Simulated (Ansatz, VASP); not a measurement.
**Sc: VASP beside Ansatz**

```xyz
2
Lattice="3.2793 0.0000 0.0000 -1.6397 2.8400 0.0000 0.0000 0.0000 5.2260" Properties=species:S:1:pos:R:3 pbc="T T T"
Sc    0.0000    1.8933    1.3065
Sc    1.6397    0.9467    3.9195
```

Alike in both runs: task single point; functional PBE; k mesh 10 × 10 × 6; no spin polarisation.

|  | VASP | Ansatz |
| --- | --- | --- |
| version | VASP 6.6.1 | Ansatz 0.2.0 |
| potentials or method | VASP PAW PBE potentials, release 64 (Sc_sv) | plane waves, PAW |
| plane-wave cutoff (eV) | 520 | 420 |
| occupations | methfessel-paxton of order 1, width 0.1 eV | cold |
| valence electrons in the cell | 22 | 22 |

Ansatz gave:

* pressure (GPa): 0.7
* largest component of the traceless stress (GPa): 1.34

Problem. Which values does VASP return?

Solution. Pressure (GPa): 0.7; largest component of the traceless stress (GPa): 1.36.
